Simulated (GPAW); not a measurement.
Computed results, one entry a study.

### How the form of the self-energy moves the gap of BN (P6_3mc)

The structure is hexagonal, space group P6_3mc (No. 186). Conventional cell: a = 2.536 Å, b = 2.536 Å, c = 4.199 Å, α = 90.00°, β = 90.00°, γ = 120.00°. B has 4 N at 1.56 to 1.57 Å nearest. N has 4 B at 1.56 to 1.57 Å nearest. Farther neighbours and most contacts between anions are not listed.

```xyz
4
Lattice="2.5360 0.0000 0.0000 -1.2680 2.1962 0.0000 0.0000 0.0000 4.1990" Properties=species:S:1:pos:R:3 pbc="T T T"
B     1.2680    0.7321    0.0000
B     0.0000    1.4642    2.0995
N     1.2680    0.7321    1.5746
N     0.0000    1.4642    3.6741
```

```
method                                  : DFT, PBE, plane waves, PAW (and 3 further levels or steps)
program                                 : GPAW 26.7.0
settings of one run                     : cutoff 600 eV, GPAW PAW setups 1.2.1 data release, 6×6×4 k-mesh, nbands 117
cost                                    : 6 runs, 2.6 min in all on 4 MPI ranks of Arm Neoverse V2, shared host (the runs of this entry)
notes                                   : The database entry behind the starting cell has ideal inner coordinates that were not refined. The cell and positions come from the Crystallography Open Database and are kept as given unless a step says otherwise. This is not the form that BN usually takes at ambient conditions. Bands and cutoff are finite, so the gap is not at the basis limit. The miss can reach some tenths of an eV and take either sign; the mesh is an error of its own. The program warns of a poor linear fit in the extrapolation of some level, so the extrapolated values are rough. The 6×6×4 mesh is coarse for this cell, which bears on the long-range parts of exchange and screening.
G0W0, Godby-Needs plasmon pole          : 6.431 eV
one-shot HSE06                          : 6.582 eV
G0W0, extrapolated in the cutoff        : 6.878 eV
one-shot PBE0                           : 7.232 eV
G0W0, full frequency, Hilbert transform : 6.460 eV
known limits                            : not at the basis limit; coarse k mesh
```

One-shot HSE06: +0.151 eV against G0W0, Godby-Needs plasmon pole. G0W0, extrapolated in the cutoff: +0.447 eV against G0W0, Godby-Needs plasmon pole, at other bands or cutoff, so not like for like.

[Paths, hosts, dates, memory and timing lines, banners, echoed tables and standing remarks are left out of the program output.]

[Logs are printed without paths, hosts, clocks, repeated set-up lines and the standing remarks that a program may print on its own settings, such as how far it seeks lower states.]

[Runs of the session that timed out or met a known fault of the program may be left out.]

[Hosts, paths, dates, database ids (printed as entryN), source tags and the programs' standing remarks are cut or masked in the printed files.]
